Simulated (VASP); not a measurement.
# AlP (F-43m) in VASP: single point with PBE

Aim: the single point of AlP with PBE.

Everything below comes from runs of VASP 6.6.1. Logs are shortened: lines on timing, memory, paths and dates and some standing lists are left out, and cuts for length are marked.

**The experiment to reproduce.**

From a printed reference work, data compilation, for a bulk crystal of AlP at 4.2 K: band gap 2.505 eV (indirect).

The runs below are set against these values where they give the same quantity.

## (1) The cell of the first run

Symmetry: F-43m, No. 216, cubic system. Conventional cell: a = 5.507 Å, b = 5.507 Å, c = 5.507 Å, α = 90.00°, β = 90.00°, γ = 90.00°. Within 3.2 Å of Al (site symmetry -43m) lie 4 P at 2.38 Å. Within 3.2 Å of P (site symmetry -43m) lie 4 Al at 2.38 Å.

## (2) Single point, PBE

Contents of INCAR:

```
PREC = Accurate ; ENCUT = 500
EDIFF = 1E-6 ; ISMEAR = 0
SIGMA = 0.01 ; LREAL = False
LASPH = True ; NELM = 120
ALGO = Normal ; ISIF = 2
LWAVE = False ; LCHARG = False
GGA = PE ; NBANDS = 11
GGA_COMPAT = False
```

Contents of KPOINTS:

```
regular mesh
0
Gamma
  6 6 6
```

Contents of POSCAR:

```
AlP
1.0
    0.0000000000      2.7537272550      2.7537272550
    2.7537272550      0.0000000000      2.7537272550
    2.7537272550      2.7537272550      0.0000000000
Al P
1 1
Direct
   -0.0000000002     -0.0000000002     -0.0000000002
    0.2500000002      0.2500000002      0.2500000002
```

Potentials or basis: VASP PAW PBE potentials, release 64 (Al, P).

Run with:

```sh
$ cat potpaw_PBE.64/Al/POTCAR potpaw_PBE.64/P/POTCAR > POTCAR
$ mpirun -np 1 vasp_std > vasp.out
```

OUTCAR:

```text
PREC = Accurate
   ENCUT = 500
   EDIFF = 1E-6
   ISMEAR = 0
   LREAL = False
   LASPH = True
   NELM = 120
   ISIF = 2
   GGA = PE

 ion  position               nearest neighbor table
   1  1.000  1.000  1.000-   2 2.38   2 2.38   2 2.38   2 2.38
   2  0.250  0.250  0.250-   1 2.38   1 2.38   1 2.38   1 2.38

  LATTYP: Found a face centered cubic cell.
 ALAT       =     5.5074545100

  Lattice vectors:

 A1 = (   0.0000000000,   2.7537272550,   2.7537272550)
 A2 = (   2.7537272550,   0.0000000000,   2.7537272550)
 A3 = (   2.7537272550,   2.7537272550,   0.0000000000)

Analysis of symmetry for initial positions (statically):
=====================================================================
 Subroutine PRICEL returns:
 Original cell was already a primitive cell.

 Routine SETGRP: Setting up the symmetry group for a
 face centered cubic supercell.

 Subroutine GETGRP returns: Found 24 space group operations
 (whereof 24 operations were pure point group operations)
 out of a pool of 48 trial point group operations.

The static configuration has the point symmetry T_d .

Analysis of symmetry for dynamics (positions and initial velocities):
=====================================================================
 Subroutine PRICEL returns:
 Original cell was already a primitive cell.

 Routine SETGRP: Setting up the symmetry group for a
 face centered cubic supercell.

 Subroutine GETGRP returns: Found 24 space group operations
 (whereof 24 operations were pure point group operations)
 out of a pool of 48 trial point group operations.

The dynamic configuration has the point symmetry T_d .

 Subroutine INISYM returns: Found 24 space group operations
 (whereof 24 operations are pure point group operations),
 and found     1 'primitive' translations

----------------------------------------------------------------------------------------

                                     Primitive cell

  volume of cell :      41.7631

  direct lattice vectors                    reciprocal lattice vectors
     0.000000000  2.753727255  2.753727255    -0.181572085  0.181572085  0.181572085
     2.753727255  0.000000000  2.753727255     0.181572085 -0.181572085  0.181572085
     2.753727255  2.753727255  0.000000000     0.181572085  0.181572085 -0.181572085

  length of vectors
     3.894358431  3.894358431  3.894358431     0.314492077  0.314492077  0.314492077

  position of ions in fractional coordinates (direct lattice)
     1.000000000  1.000000000  1.000000000
     0.250000000  0.250000000  0.250000000

  ion indices of the primitive-cell ions
   primitive index   ion index
                 1           1
                 2           2

----------------------------------------------------------------------------------------

 KPOINTS: regular mesh

Automatic generation of k-mesh.
 Grid dimensions read from file:
 generate k-points for:    6    6    6

 Generating k-lattice:

  Cartesian coordinates                     Fractional coordinates (reciprocal lattice)
    -0.030262014  0.030262014  0.030262014     0.166666667  0.000000000  0.000000000
     0.030262014 -0.030262014  0.030262014     0.000000000  0.166666667  0.000000000
     0.030262014  0.030262014 -0.030262014     0.000000000  0.000000000  0.166666667

  Length of vectors
     0.052415346  0.052415346  0.052415346

  Shift w.r.t. Gamma in fractional coordinates (k-lattice)
     0.000000000  0.000000000  0.000000000

 Subroutine IBZKPT returns following result:
 ===========================================

 Found     16 irreducible k-points:

 Following reciprocal coordinates:
            Coordinates               Weight
  0.000000  0.000000  0.000000      1.000000
  0.166667  0.000000  0.000000      8.000000
  0.333333  0.000000  0.000000      8.000000
  0.500000  0.000000  0.000000      4.000000
  0.166667  0.166667  0.000000      6.000000
  0.333333  0.166667  0.000000     24.000000
[... 8 lines left out ...]
 -0.333333  0.333333  0.166667     24.000000
 -0.333333  0.500000  0.166667     12.000000
   k-points           NKPTS =     16   k-points in BZ     NKDIM =     16   number of bands    NBANDS=     11
   number of dos      NEDOS =    301   number of ions     NIONS =      2
   total plane-waves  NPLWV =  21952
   dimension x,y,z NGX =    28 NGY =   28 NGZ =   28
   dimension x,y,z NGXF=    56 NGYF=   56 NGZF=   56
   ions per type =               1   1
   NGX,Y,Z   is equivalent  to a cutoff of  11.95, 11.95, 11.95 a.u.
   NGXF,Y,Z  is equivalent  to a cutoff of  23.91, 23.91, 23.91 a.u.
 SYSTEM =  unknown system
   PREC   = accura    normal or accurate (medium, high low for compatibility)
   ISTART =      0    job   : 0-new  1-cont  2-samecut
   ICHARG =      2    charge: 1-file 2-atom 10-const
   ISPIN  =      1    spin polarized calculation?
   LNONCOLLINEAR =      F non collinear calculations
   LSORBIT =      F    spin-orbit coupling
   LASPH  =      T    aspherical Exc in radial PAW
   ENCUT  =  500.0 eV  36.75 Ry    6.06 a.u.   7.10  7.10  7.10*2*pi/ulx,y,z
   NELM   =    120;   NELMIN=  2; NELMDL= -5     # of ELM steps
   EDIFF  = 0.1E-05   stopping-criterion for ELM
   LREAL  =      F    real-space projection
[... 7 lines left out ...]
   TEBEG  =    0.0;   TEEND  =   0.0 temperature during run
   PSTRESS=    0.0 pullay stress
   NELECT =       8.0000    total number of electrons
   NUPDOWN=      -1.0000    fix difference up-down
   EMIN   =  10.00;   EMAX   =-10.00  energy-range for DOS
   EFERMI =   0.00;   METHOD = LEGACY
   ISMEAR =     0;   SIGMA  =   0.01  broadening in eV -4-tet -1-fermi 0-gaus
   EFERMI_NEDOS =   21; number of points for ismear=-14 and -15
   IALGO  =     38    algorithm
   IMIX   =      4    mixing-type and parameters
     AMIX     =   0.40;   BMIX     =  1.00
     AMIX_MAG =   1.60;   BMIX_MAG =  1.00
  volume/ion in A,a.u.               =      20.88       140.92
  Fermi-wavevector in a.u.,A,eV,Ry     =   0.943714  1.783362 12.117305  0.890597
  Thomas-Fermi vector in A             =   2.071449
   LORBIT       =      0    0 simple, 1 ext, 2 COOP (PROOUT), +10 PAW based schemes
   GGA     = PE    functional components
   LHFCALC =     F    Hartree Fock is set to
   AEXX    =    0.0000 exact exchange contribution
   IVDW    =     0    specifies the selected vdW correction
   LEPSILON=     F    determine dielectric tensor
   LRPA    =     F    only Hartree local field effects (RPA)
 non-spin polarized calculation
 Gauss-broadening in eV      SIGMA  =   0.01
  energy-cutoff  :      500.00
  volume of cell :       41.76
 maximum number of plane-waves:      1068
   NGX = 15   NGY = 15   NGZ = 15

 number of electron       8.0000001 magnetization

 Free energy of the ion-electron system (eV)
  ---------------------------------------------------
  ext. energy  EPLUGINS =         0.00000000
  ---------------------------------------------------
  free energy    TOTEN  =       -10.36934837 eV

  energy without entropy =      -10.36934837  energy(sigma->0) =      -10.36934837

 E-fermi :   4.3947     XC(G=0):  -9.1064

 val. band max:        4.3498435947   @ k =   0.0000   0.0000   0.0000
 cond. band min:       5.9767717298   @ k =   0.5000   0.5000   0.0000
 fundamental gap:      1.6269281352
 Fermi energy:         4.3946840849

 k-point     1 :       0.0000    0.0000    0.0000
  band No.  band energies     occupation
      1      -7.0090      2.00000
      2       4.3498      2.00000
      3       4.3498      2.00000
      4       4.3498      2.00000
      5       7.4337      0.00000
      6       8.8720      0.00000
      7       8.8720      0.00000
      8       8.8720      0.00000
      9      13.1523      0.00000
     10      13.1523      0.00000
     11      14.4587      0.00000

 k-point     2 :       0.1667    0.0000    0.0000
  band No.  band energies     occupation
      1      -6.7150      2.00000
      2       2.4970      2.00000
      3       4.1130      2.00000
      4       4.1130      2.00000
      5       7.8488      0.00000
      6       9.2977      0.00000
      7       9.2977      0.00000
      8       9.8739      0.00000
      9      12.5239      0.00000
     10      12.5239      0.00000
     11      15.0901      0.00000

 k-point     3 :       0.3333    0.0000    0.0000
  band No.  band energies     occupation
      1      -5.9529      2.00000
      2       0.0880      2.00000
      3       3.7487      2.00000
      4       3.7487      2.00000
      5       7.3020      0.00000
      6       9.3722      0.00000
      7       9.3722      0.00000
      8      12.1438      0.00000
      9      13.4208      0.00000
     10      13.4208      0.00000
     11      14.5402      0.00000

 k-point     4 :       0.5000    0.0000    0.0000
  band No.  band energies     occupation
      1      -5.3926      2.00000
      2      -1.0655      2.00000
      3       3.6013      2.00000
      4       3.6013      2.00000
      5       7.0659      0.00000
      6       9.1588      0.00000
      7       9.1588      0.00000
      8      12.5501      0.00000
      9      15.7965      0.00000
     10      15.7965      0.00000
     11      15.9729      0.00000
[... 127 lines left out ...]
 k-point    14 :       0.5000    0.3333    0.1667
  band No.  band energies     occupation
      1      -5.3512      2.00000
      2      -0.0157      2.00000
      3       1.7486      2.00000
      4       2.8037      2.00000
      5       8.1944      0.00000
      6       9.1336      0.00000
      7       9.7828      0.00000
      8      12.4593      0.00000
      9      13.5761      0.00000
     10      15.6782      0.00000
     11      17.5390      0.00000

 k-point    15 :      -0.3333    0.3333    0.1667
  band No.  band energies     occupation
      1      -4.9136      2.00000
      2      -0.5613      2.00000
      3       1.3050      2.00000
      4       2.4257      2.00000
      5       8.3898      0.00000
      6       9.2616      0.00000
      7      11.1340      0.00000
      8      11.9422      0.00000
      9      13.0941      0.00000
     10      16.1289      0.00000
     11      17.0870      0.00000

 k-point    16 :      -0.3333    0.5000    0.1667
  band No.  band energies     occupation
      1      -4.7212      2.00000
      2      -0.6198      2.00000
      3       1.5257      2.00000
      4       1.7619      2.00000
      5       7.6745      0.00000
      6       8.6224      0.00000
      7      11.9012      0.00000
      8      12.2442      0.00000
      9      15.3999      0.00000
     10      16.1624      0.00000
     11      17.4264      0.00000

------------------------ aborting loop because EDIFF is reached ----------------------------------------

  FORCE on cell =-STRESS in cart. coord.  units (eV):
  Direction    XX          YY          ZZ          XY          YZ          ZX
  --------------------------------------------------------------------------------------
  -------------------------------------------------------------------------------------
  Total       -0.0114127     -0.0114127     -0.0114127     -0.0000000     -0.0000000      0.0000000
  in kB       -0.4378305     -0.4378305     -0.4378305     -0.0000000     -0.0000000      0.0000000
  external PRESSURE =      -0.4378305 kB  Pullay stress =       0.0000000 kB

 VOLUME and BASIS-vectors are now :
 -----------------------------------------------------------------------------
  energy-cutoff  :      500.00
  volume of cell :       41.76
      direct lattice vectors                 reciprocal lattice vectors
     0.000000000  2.753727255  2.753727255    -0.181572085  0.181572085  0.181572085
     2.753727255  0.000000000  2.753727255     0.181572085 -0.181572085  0.181572085
     2.753727255  2.753727255  0.000000000     0.181572085  0.181572085 -0.181572085

 POSITION                                       TOTAL-FORCE (eV/Angst)
 -----------------------------------------------------------------------------------
      5.50745      5.50745      5.50745        -0.000000     -0.000000     -0.000000
      1.37686      1.37686      1.37686         0.000000      0.000000      0.000000
 -----------------------------------------------------------------------------------
    total drift:                               -0.000000     -0.000000     -0.000000

  FREE ENERGIE OF THE ION-ELECTRON SYSTEM (eV)
  ---------------------------------------------------
  free  energy   TOTEN  =       -10.3693483651 eV

  energy  without entropy=      -10.3693483651  energy(sigma->0) =      -10.36934837
```

It took 3.2 s on 1 thread of Intel Xeon 6975P-C (Granite Rapids), shared host; peak memory 0.15 GiB.

What came out:

```
Free energy            : -10.3693 eV
Pressure               : 0.0 GPa
Band gap on the k mesh : 1.63 eV, indirect (least direct gap 3.08 eV)
```

Levels at points of the mesh, in eV from the valence-band top:
| k point | band 1 | band 2 | band 3 | band 4 | band 5 | band 6 | band 7 | band 8 | band 9 |
| --- | --- | --- | --- | --- | --- | --- | --- | --- | --- |
| (0.00, 0.00, 0.00) | -11.36 | 0.00 | 0.00 | 0.00 | 3.08 | 4.52 | 4.52 | 4.52 | 8.80 |
| (0.50, 0.00, 0.00) | -9.74 | -5.42 | -0.75 | -0.75 | 2.72 | 4.81 | 4.81 | 8.20 | 11.45 |
| (0.50, 0.50, 0.00) | -9.11 | -5.22 | -2.05 | -2.05 | 1.63 | 2.47 | 10.85 | 10.85 | 11.78 |

## (3) How close it comes

Step 2. Against the measured gap of AlP, 2.505 eV (indirect; 4.2 K; a printed reference work, data compilation), the calculated 1.63 eV is off by -0.88 eV. The value is that of PBE on a finite k mesh, which can miss the band edges, without temperature or zero-point motion. Semilocal functionals fall short of measured gaps as a rule.
